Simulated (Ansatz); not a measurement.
# TaN (P-6m2) in Ansatz: further runs

The runs below take TaN through band structure, with PBEsol.

Everything below comes from runs of Ansatz 0.2.0. Logs are shortened: lines on timing, memory, paths and dates and some standing lists are left out, and cuts for length are marked.

## (1) The structure

Symmetry: P-6m2, No. 187, hexagonal system. Conventional cell: a = 2.938 Å, b = 2.938 Å, c = 2.883 Å, α = 90.00°, β = 90.00°, γ = 120.00°. Ta (site symmetry -6m2) has 6 N at 2.23 Å as nearest neighbours. Around N (site symmetry -6m2) lie 6 Ta at 2.23 Å.

## (2) Band structure, PBEsol

The input, input.yaml:

```yaml
crystal:
  lattice:
    - [2.938, 0.0, 0.0]
    - [-1.469, 2.5443826363, 0.0]
    - [0.0, 0.0, 2.883]
  atoms:
    - { symbol: Ta, position: [0.0, 0.0, 0.5] }
    - { symbol: "N", position: [0.6666666667, 0.3333333333, 0.0] }
kpoints:
  mp_grid: { grid: [8, 8, 7] }
  band_path:
    path:
      - [0.0, 0.0, 0.0]
      - [0.5, 0.0, 0.0]
      - [0.3333333333, 0.3333333333, 0.0]
      - [0.0, 0.0, 0.0]
      - [0.0, 0.0, 0.5]
      - [0.5, 0.0, 0.5]
      - [0.3333333333, 0.3333333333, 0.5]
      - [0.0, 0.0, 0.5]
    npoints: 12
scf:
  occupations: { method: fermi_dirac, width: 0.05 }
hamiltonian:
  xc: pbesol
  pseudopotentials: { kind: all_electron, lapw: { basis_error: 0.001 } }
output:
  forces: true
  stress: true
  eigenvalues: true
```

Potentials or basis: all-electron LAPW, scalar-relativistic.

On the command line:

```console
$ ansatz run input.yaml --threads 1 --pin off --max-ram 3072MiB --backend cpu --events-out ev --progress --plain --runs-dir out
```

The program printed:

```text
Warning: RAYON_NUM_THREADS=1 ignored (pool sized by the plan → 1); use --threads N
LAPW: plane waves up to 9.580 Å⁻¹, error target 1.0e-3 eV per atom; small_component_spin mean_spin; N in spheres of 0.944 Å, 7 of its electrons in bands, Dirac shells []; Ta in spheres of 1.282 Å, 43 of its electrons in bands, Dirac shells [] (how accurate: hamiltonian.pseudopotentials.lapw.basis_error, Limitations)
Engine: ansatz 0.2.0, aarch64-unknown-linux-gnu
Pseudopotentials: kind: all_electron
Pseudopotential: Ta, LAPW, valence charge 43, lapw/all_electron/scalar/gaussian/Ta, Koelling and Harmon's equation, gaussian nucleus
Pseudopotential: N, LAPW, valence charge 7, lapw/all_electron/scalar/gaussian/N, Koelling and Harmon's equation, gaussian nucleus
Functional definition: PBEsol
  exchange = pbesol_x
  correlation = pbesol_c
Crystal: 2 atoms, lattice volume = 21.552 Å³
Basis set: ecut = 349.6933630827026 eV, 315 PW (Γ), exchange–correlation at level 2
Bands: 30, of which v1, the nominal top of the filled ones, is band 25 counted from 1 (24 counted from 0)
Symmetry: 12 space group operations
Space group: P-6m2 (ITA 187), of the structure as read, at distance tolerance 2.8e-5 Å
k-points: 40 of 448 (time reversal used)
Non-local potential: Ta, projectors of the file, none
Non-local potential: N, projectors of the file, none
Initial density: superposition of atomic densities (chi_scale 0.1, normalization cell, long waves kept (reshape's long-wave potential 0.00 eV rms))
Initial wavefunctions: plane waves of lowest kinetic energy (no species holds an atomic orbital)
Functional: x = pbesol(κ = 0.804, μ = 0.12345679012345678), c = pbesol(β = 0.046)
iter 1 solved again at ethr=6.16e-3 eV; its pass at ethr=1.00e-1 eV (dr2=3.08e0 eV) is discarded
SCF iter   1: F=—  HF=-425931.927413 eV  |F-HF|=—  |Δ(HF+E_count)|=         —  Δρ=1.12e-1  dr2=3.08e0  ethr=6.16e-3  ⟨swp⟩=2.0  Hψ=7592  notcnv=0
preconditioner: auto → none  [insulator: Δε(μ)=0.466 eV  Ē_g=22.979 eV  σ=0.050 eV  W_gap=0.50  n_scr=8 (ndim 8)  ℏωp=43.8 eV  f_vac=0.000  D(μ)=0.09/eV (n_scr^D=0)  ε∞_Penn≈4.6]
SCF iter   2: F=—  HF=-425931.438028 eV  |F-HF|=—  |Δ(HF+E_count)|=   4.89e-1  Δρ=7.19e-2  dr2=1.37e0  ethr=6.15e-3  ⟨swp⟩=3.0  Hψ=3648  notcnv=0
iter 3 solved again at ethr=1.00e-4 eV; its pass at ethr=2.73e-3 eV (dr2=5.01e-2 eV) is discarded
SCF iter   3: F=—  HF=-425930.651746 eV  |F-HF|=—  |Δ(HF+E_count)|=   7.86e-1  Δρ=1.71e-2  dr2=5.01e-2  ethr=1.00e-4  ⟨swp⟩=2.0  Hψ=6070  notcnv=0
SCF iter   4: F=—  HF=-425930.647311 eV  |F-HF|=—  |Δ(HF+E_count)|=         —  Δρ=2.16e-3  dr2=1.26e-3  ethr=1.00e-4  ⟨swp⟩=2.0  Hψ=3735  notcnv=0
the basis was enlarged: its passes take 1.3 MiB over the memory plan, 1 of 1 planned eigensolver slots
SCF iter   5: F=—  HF=-425930.642991 eV  |F-HF|=—  |Δ(HF+E_count)|=   4.32e-3  Δρ=1.50e-3  dr2=6.62e-4  ethr=2.53e-6  ⟨swp⟩=2.0  Hψ=3604  notcnv=0
SCF iter   6: F=—  HF=-425930.642547 eV  |F-HF|=—  |Δ(HF+E_count)|=   4.44e-4  Δρ=3.98e-4  dr2=2.32e-5  ethr=1.32e-6  ⟨swp⟩=2.0  Hψ=3604  notcnv=0
SCF iter   7: F=—  HF=-425930.642544 eV  |F-HF|=—  |Δ(HF+E_count)|=   2.69e-6  Δρ=4.40e-5  dr2=3.33e-7  ethr=4.65e-8  ⟨swp⟩=2.0  Hψ=3604  notcnv=0
SCF iter   8: F=-425930.642544 eV  HF=-425930.642544 eV  |F-HF|=1.16e-8  |Δ(HF+E_count)|=   5.93e-8  Δρ=6.74e-6  dr2=9.10e-9  ethr=6.67e-10  ⟨swp⟩=2.6  Hψ=3632  notcnv=0
SCF 1 converged in 8 iterations: F = -425930.642544 eV  dr2 = 9.10e-9
NSCF: frozen V_eff on 85 k-points
SCF converged after 8 iterations
Free energy (F): -425930.642544 eV
Harris-Foulkes:  -425930.642544 eV  (|F-HF|=1.16e-8)
Internal energy: -425930.642271 eV  (E = F + TS)
E sigma→0 (E₀):  -425930.642407 eV
Entropy (-TS):   -0.000273 eV (-0.137 meV/atom)
Fermi energy:    25.386398 eV
--- Per-component energies (eV) ---
  E_band       = -4727.421467
  E_kinetic    = 475233.610297
  E_xc         = -8679.722686
  E_electrostatic = -892484.529882  (all electrons and nuclei)
  E_smearing   = -0.000273  (= −TS)
  E_closure    = 0.000000  (closes the sum)
  E_atoms      = -425908.901655  (free atoms, spherical and without spin; not in F)
  Σ components = -425930.642544   (vs F -425930.642544, Δ=0.00e0)
  Basis errors (estimates in eV, not in F): energy 3.4e-4 per atom: plane waves 3.0e-4 (1.6e-4 summed), levels above the bands 2.9e-91, relativity 4.4e-8, radial functions 4.2e-5, core shells 4.2e-7; eigenvalues (radial functions only) 5.9e-6; not estimated: angular momenta, meshes, grids; target (lapw.basis_error) 1.0e-3; muffin-tin radii N 0.944 Å, Ta 1.282 Å
--- Forces (eV/Å), atoms counted from 1 ---
  atom   1  Ta     0.00000000     0.00000000     0.00000000
  atom   2  N      0.00000000     0.00000000     0.00000000
  max |Σ_I F_I| component: 1.76e-16 eV/Å
--- Stress (GPa, compression-positive) ---
       -4.510705      -0.000000       0.000000
       -0.000000      -4.510705       0.000000
        0.000000       0.000000      -5.279889
  P = ⅓ Tr σ = -4.7671 GPa (-47.671 kbar)
--- Band table (eV; the first three rows and the last of 40) ---
  k-point 0: bands = ["-369.9805", "-369.9623", "-369.9623", "-350.9110", "-191.7659", "-191.7659", "-191.7357", "-191.7321", "-191.7321", "-43.1114", "-9.4596", "-9.2002", "-9.2002", "5.1364", "5.1533", "5.1533", "5.1596", "5.1596", "5.1743", "5.2454", "7.5984", "20.7211", "20.7211", "21.0700", "22.3737", "27.4876", "28.8717", "28.8717", "29.2749", "29.2749"]
  k-point 1: bands = ["-369.9805", "-369.9623", "-369.9623", "-350.9110", "-191.7659", "-191.7659", "-191.7357", "-191.7321", "-191.7321", "-43.1018", "-9.6464", "-9.1847", "-9.1847", "5.1423", "5.1494", "5.1494", "5.1636", "5.1661", "5.1661", "5.2455", "8.0067", "19.8125", "20.8847", "20.8847", "23.4345", "27.2216", "27.2216", "28.1750", "30.1693", "30.1693"]
  k-point 2: bands = ["-369.9805", "-369.9623", "-369.9623", "-350.9110", "-191.7659", "-191.7659", "-191.7357", "-191.7321", "-191.7321", "-43.0803", "-10.0462", "-9.1498", "-9.1498", "5.1373", "5.1417", "5.1417", "5.1545", "5.1800", "5.1800", "5.2456", "9.0296", "17.7773", "21.2548", "21.2548", "25.5191", "25.7800", "25.7800", "29.6992", "29.6992", "29.7171"]
  k-point 39: bands = ["-369.9805", "-369.9623", "-369.9623", "-350.9110", "-191.7659", "-191.7659", "-191.7357", "-191.7321", "-191.7321", "-42.9807", "-10.0619", "-9.9114", "-9.6446", "5.1081", "5.1553", "5.1601", "5.1678", "5.1723", "5.1857", "5.2225", "9.7038", "17.2914", "18.6749", "21.1044", "24.8104", "29.7047", "30.2224", "31.7144", "32.4982", "34.6618"]
```

Wall time 27 s (1 thread of Arm Neoverse V1, shared host); peak memory 0.29 GiB.

What came out:

* Free energy: -425930.6425 eV
* Pressure: -4.8 GPa
* Band gap along the path: none (metal or under the smearing width)

Levels at the corners of the path, in eV from the Fermi level:
```tsv
point	band 23	band 24	band 25	band 26	band 27	band 28
Γ	-4.67	-4.32	-3.01	2.10	3.49	3.49
M	-5.29	-3.59	-3.26	2.89	3.93	5.09
K	-5.82	-5.26	0.04	0.94	1.47	2.38
Γ	-4.67	-4.32	-3.01	2.10	3.49	3.49
A	-3.84	-3.84	-0.20	-0.20	2.33	3.19
L	-6.30	-5.80	-0.44	4.05	5.27	5.98
H	-6.66	-3.99	-0.45	4.36	4.95	6.63
A	-3.84	-3.84	-0.20	-0.20	2.33	3.19
```

Caveat: the k mesh is thin for a metal, which can move the energy by tens of meV per atom; spin-orbit coupling is left out, which moves the levels of the heavy elements.

## (3) Band structure, PBEsol, spin-orbit coupling, no magnetisation

Changes to input.yaml since step 2:

```diff
@@ -26,2 +26,5 @@
   pseudopotentials: { kind: all_electron, lapw: { basis_error: 0.001 } }
+magnetization:
+  noncollinear: true
+  spin_orbit: true
 output:
```

Potentials or basis: all-electron LAPW, relativistic spinors.

On the command line:

```console
$ ansatz run input.yaml --threads 1 --pin off --max-ram 3072MiB --backend cpu --events-out ev --progress --plain --runs-dir out
```

The program printed:

```text
Warning: RAYON_NUM_THREADS=1 ignored (pool sized by the plan → 1); use --threads N
LAPW: plane waves up to 9.586 Å⁻¹, error target 1.0e-3 eV per atom; Dirac's equation on spinors; N in spheres of 0.944 Å, 7 of its electrons in bands; Ta in spheres of 1.282 Å, 43 of its electrons in bands (how accurate: hamiltonian.pseudopotentials.lapw.basis_error, Limitations)
Engine: ansatz 0.2.0, aarch64-unknown-linux-gnu
Pseudopotentials: kind: all_electron
Pseudopotential: Ta, LAPW, valence charge 43, lapw/all_electron/dirac/gaussian/Ta, Dirac's equation, gaussian nucleus
Pseudopotential: N, LAPW, valence charge 7, lapw/all_electron/dirac/gaussian/N, Dirac's equation, gaussian nucleus
Functional definition: PBEsol
  exchange = pbesol_x
  correlation = pbesol_c
non-collinear run that drives no moment, with spin-orbit: no starting moment large enough to seed its density (crystal.atoms[].spin), no starting occupations that ask for one, no magnetisation constraint and no magnetic field, so the semilocal B_xc is pinned to zero
Crystal: 2 atoms, lattice volume = 21.552 Å³
Basis set: ecut = 350.10050399553006 eV, 315 PW (Γ), exchange–correlation at level 2
Bands: 60, of which v1, the nominal top of the filled ones, is band 50 counted from 1 (49 counted from 0)
Symmetry: 12 space group operations + 12 with time reversal
Magnetic group: BNS 187.210 (UNI 1440), of the structure as read, at distance tolerance 2.8e-5 Å
k-points: 40 of 448 (time reversal used)
Non-local potential: Ta, projectors of the file, none
Non-local potential: N, projectors of the file, none
Initial density: superposition of atomic densities (chi_scale 0.1, normalization cell, long waves kept (reshape's long-wave potential 0.00 eV rms))
Initial wavefunctions: plane waves of lowest kinetic energy (no species holds an atomic orbital)
Functional: x = pbesol(κ = 0.804, μ = 0.12345679012345678), c = pbesol(β = 0.046)
iter 1 solved again at ethr=6.06e-3 eV; its pass at ethr=1.00e-1 eV (dr2=3.03e0 eV) is discarded
SCF iter   1: F=—  HF=-426513.483118 eV  |F-HF|=—  |Δ(HF+E_count)|=         —  Δρ=1.11e-1  dr2=3.03e0  dr2_m=0.00e0 (ungated)  ethr=6.06e-3  |M|=0.00e0 ∫|m|=0.00e0 μB  β_m=0.30  ⟨swp⟩=2.0  Hψ=15127  notcnv=0
preconditioner: auto → none  [insulator: Δε(μ)=0.259 eV  Ē_g=23.001 eV  σ=0.050 eV  W_gap=0.86  n_scr=8 (ndim 8)  ℏωp=43.8 eV  f_vac=0.000  D(μ)=0.01/eV (n_scr^D=0)  ε∞_Penn≈4.6]
iter 2 solved again at ethr=1.27e-4 eV; its pass at ethr=6.06e-3 eV (dr2=6.36e-2 eV) is discarded
SCF iter   2: F=—  HF=-426512.247921 eV  |F-HF|=—  |Δ(HF+E_count)|=    1.24e0  Δρ=2.19e-2  dr2=6.37e-2  dr2_m=0.00e0 (ungated)  ethr=1.27e-4  |M|=0.00e0 ∫|m|=0.00e0 μB  β_m=0.30  ⟨swp⟩=2.0  Hψ=12227  notcnv=0
SCF iter   3: F=—  HF=-426512.224963 eV  |F-HF|=—  |Δ(HF+E_count)|=         —  Δρ=1.68e-2  dr2=4.16e-2  dr2_m=0.00e0 (ungated)  ethr=1.27e-4  |M|=0.00e0 ∫|m|=0.00e0 μB  β_m=0.52  ⟨swp⟩=2.0  Hψ=7307  notcnv=0
the basis was enlarged: its passes take 5.7 MiB over the memory plan, 1 of 1 planned eigensolver slots
SCF iter   4: F=—  HF=-426512.222299 eV  |F-HF|=—  |Δ(HF+E_count)|=   2.66e-3  Δρ=7.04e-3  dr2=7.89e-3  dr2_m=0.00e0 (ungated)  ethr=8.31e-5  |M|=0.00e0 ∫|m|=0.00e0 μB  β_m=0.43  ⟨swp⟩=2.0  Hψ=7209  notcnv=0
SCF iter   5: F=—  HF=-426512.217843 eV  |F-HF|=—  |Δ(HF+E_count)|=   4.46e-3  Δρ=1.61e-3  dr2=3.71e-4  dr2_m=0.00e0 (ungated)  ethr=1.58e-5  |M|=0.00e0 ∫|m|=0.00e0 μB  β_m=0.55  ⟨swp⟩=2.0  Hψ=7210  notcnv=0
SCF iter   6: F=—  HF=-426512.217807 eV  |F-HF|=—  |Δ(HF+E_count)|=   3.53e-5  Δρ=3.16e-4  dr2=1.56e-5  dr2_m=0.00e0 (ungated)  ethr=7.42e-7  |M|=0.00e0 ∫|m|=0.00e0 μB  β_m=0.58  ⟨swp⟩=2.0  Hψ=7206  notcnv=0
SCF iter   7: F=—  HF=-426512.217809 eV  |F-HF|=—  |Δ(HF+E_count)|=   1.40e-6  Δρ=3.16e-5  dr2=9.98e-8  dr2_m=0.00e0 (ungated)  ethr=3.12e-8  |M|=0.00e0 ∫|m|=0.00e0 μB  β_m=0.68  ⟨swp⟩=2.0  Hψ=7206  notcnv=0
SCF iter   8: F=-426512.217809 eV  HF=-426512.217809 eV  |F-HF|=1.28e-9  |Δ(HF+E_count)|=   9.42e-8  Δρ=3.53e-6  dr2=9.89e-10  dr2_m=0.00e0 (ungated)  ethr=2.00e-10  |M|=0.00e0 ∫|m|=0.00e0 μB  ⟨swp⟩=2.6  Hψ=7282  notcnv=0
SCF 1 converged in 8 iterations: F = -426512.217809 eV  dr2 = 9.89e-10
NSCF: frozen V_eff on 85 k-points
SCF converged after 8 iterations
Magnetization: |M| = 0.0000 μB,  M = (+0.0000, +0.0000, +0.0000) μB
Absolute magnetization: 0.0000 μB (∫|m|)
  site 0: m = (+0.0000, +0.0000, +0.0000) μB, |m| = 0.0000 μB  (R = 1.28 Å)
  site 1: m = (+0.0000, +0.0000, +0.0000) μB, |m| = 0.0000 μB  (R = 0.94 Å)
Free energy (F): -426512.217809 eV
Harris-Foulkes:  -426512.217809 eV  (|F-HF|=1.28e-9)
Internal energy: -426512.217032 eV  (E = F + TS)
E sigma→0 (E₀):  -426512.217420 eV
Entropy (-TS):   -0.000777 eV (-0.388 meV/atom)
Fermi energy:    25.438951 eV
--- Per-component energies (eV) ---
  E_band       = -4744.745869
  E_kinetic    = 478357.432350
  E_xc         = -8698.863050
  E_electrostatic = -896170.786332  (all electrons and nuclei)
  E_smearing   = -0.000777  (= −TS)
  E_closure    = 0.000000  (closes the sum)
  E_atoms      = -426490.347791  (free atoms, spherical and without spin; not in F)
  Σ components = -426512.217809   (vs F -426512.217809, Δ=0.00e0)
  Basis errors (estimates in eV, not in F): energy 3.4e-4 per atom: plane waves 2.9e-4 (1.6e-4 summed), levels above the bands 1.1e-90, relativity 8.1e-8, radial functions 4.4e-5, core shells 4.2e-7; eigenvalues (radial functions only) 3.1e-6; not estimated: angular momenta, meshes, grids; target (lapw.basis_error) 1.0e-3; muffin-tin radii N 0.944 Å, Ta 1.282 Å
--- Forces (eV/Å), atoms counted from 1 ---
  atom   1  Ta    -0.00000000     0.00000000     0.00000000
  atom   2  N      0.00000000     0.00000000     0.00000000
  max |Σ_I F_I| component: 1.85e-16 eV/Å
--- Stress (GPa, compression-positive) ---
       -4.850740       0.000000       0.000000
        0.000000      -4.850740       0.000000
        0.000000       0.000000      -5.591122
  P = ⅓ Tr σ = -5.0975 GPa (-50.975 kbar)
--- Band table (eV; the first three rows and the last of 40) ---
  k-point 0: bands = ["-415.2568", "-415.2568", "-352.2585", "-352.2585", "-352.2461", "-352.2461", "-350.9240", "-350.9240", "-198.4604", "-198.4604", "-198.4462", "-198.4462", "-186.8908", "-186.8908", "-186.8794", "-186.8794", "-186.8638", "-186.8638", "-42.9732", "-42.9732", "-15.6706", "-15.6706", "-6.8993", "-6.8993", "-6.7039", "-6.7039", "4.2186", "4.2186", "4.2303", "4.2303", "4.2505", "4.2505", "6.1807", "6.1807", "6.2004", "6.2004", "6.2088", "6.2088", "6.2400", "6.2400", "7.6080", "7.6080", "20.6599", "20.6599", "20.7668", "20.7668", "21.0697", "21.0697", "22.3582", "22.3582", "27.4876", "27.4876", "28.6423", "28.6423", "29.0301", "29.0301", "29.1266", "29.1266", "29.5817", "29.5817"]
  k-point 1: bands = ["-415.2568", "-415.2568", "-352.2585", "-352.2585", "-352.2461", "-352.2461", "-350.9240", "-350.9240", "-198.4604", "-198.4604", "-198.4462", "-198.4462", "-186.8908", "-186.8908", "-186.8794", "-186.8794", "-186.8638", "-186.8638", "-42.9636", "-42.9636", "-15.7020", "-15.7020", "-7.0512", "-7.0512", "-6.6846", "-6.6846", "4.2163", "4.2197", "4.2290", "4.2290", "4.2517", "4.2517", "6.1839", "6.1839", "6.2016", "6.2041", "6.2041", "6.2066", "6.2430", "6.2430", "8.0172", "8.0172", "19.8037", "19.8037", "20.7980", "20.8646", "20.9275", "20.9275", "23.4266", "23.4266", "26.9419", "27.2750", "27.2750", "27.4331", "28.1702", "28.1702", "29.9810", "30.1708", "30.1708", "30.4995"]
  k-point 2: bands = ["-415.2568", "-415.2568", "-352.2585", "-352.2585", "-352.2461", "-352.2461", "-350.9240", "-350.9240", "-198.4604", "-198.4604", "-198.4462", "-198.4462", "-186.8908", "-186.8908", "-186.8794", "-186.8794", "-186.8638", "-186.8638", "-42.9419", "-42.9419", "-15.7748", "-15.7748", "-7.3665", "-7.3665", "-6.6408", "-6.6408", "4.2144", "4.2188", "4.2265", "4.2265", "4.2537", "4.2537", "6.1834", "6.1834", "6.1949", "6.1949", "6.2095", "6.2158", "6.2478", "6.2478", "9.0448", "9.0448", "17.7746", "17.7746", "21.1690", "21.2665", "21.2665", "21.2942", "25.4367", "25.4643", "25.4643", "25.8992", "25.9653", "25.9653", "29.5660", "29.6279", "29.6279", "29.7660", "29.7660", "29.9781"]
  k-point 39: bands = ["-415.2568", "-415.2568", "-352.2585", "-352.2585", "-352.2461", "-352.2461", "-350.9240", "-350.9240", "-198.4604", "-198.4604", "-198.4462", "-198.4462", "-186.8908", "-186.8908", "-186.8794", "-186.8794", "-186.8638", "-186.8638", "-42.8413", "-42.8413", "-16.0404", "-16.0201", "-7.6629", "-7.6472", "-7.4115", "-7.3348", "4.1996", "4.2224", "4.2284", "4.2289", "4.2537", "4.2566", "6.1491", "6.1891", "6.2033", "6.2057", "6.2064", "6.2108", "6.2452", "6.2487", "9.6930", "9.7179", "17.2514", "17.3180", "18.4089", "18.8567", "21.0189", "21.1501", "24.7434", "24.8426", "29.4034", "29.8380", "30.2143", "30.4183", "31.4308", "32.0031", "32.4212", "32.6936", "34.6633", "34.7009"]
```

Run time: 3 min. Hardware: 1 thread of Arm Neoverse V1, shared host; peak memory 0.54 GiB.

Results:

| Item | Value |
| --- | --- |
| Free energy | -426512.2178 eV |
| Pressure | -5.1 GPa |
| Band gap along the path | none (metal or under the smearing width) |

Levels at the corners of the path, in eV from the Fermi level:
| point | band 48 | band 49 | band 50 | band 51 | band 52 | band 53 |
| --- | --- | --- | --- | --- | --- | --- |
| Γ | -4.37 | -3.08 | -3.08 | 2.05 | 2.05 | 3.20 |
| M | -3.67 | -3.30 | -3.30 | 2.84 | 2.84 | 3.82 |
| K | -5.28 | -0.17 | 0.14 | 0.65 | 0.98 | 1.41 |
| Γ | -4.37 | -3.08 | -3.08 | 2.05 | 2.05 | 3.20 |
| A | -3.86 | -0.51 | -0.51 | 0.02 | 0.02 | 2.22 |
| L | -5.85 | -0.54 | -0.54 | 3.93 | 3.93 | 5.23 |
| H | -4.02 | -0.56 | -0.48 | 4.00 | 4.49 | 4.88 |
| A | -3.86 | -0.51 | -0.51 | 0.02 | 0.02 | 2.22 |

Caveat: the k mesh is thin for a metal, which can move the energy by tens of meV per atom.
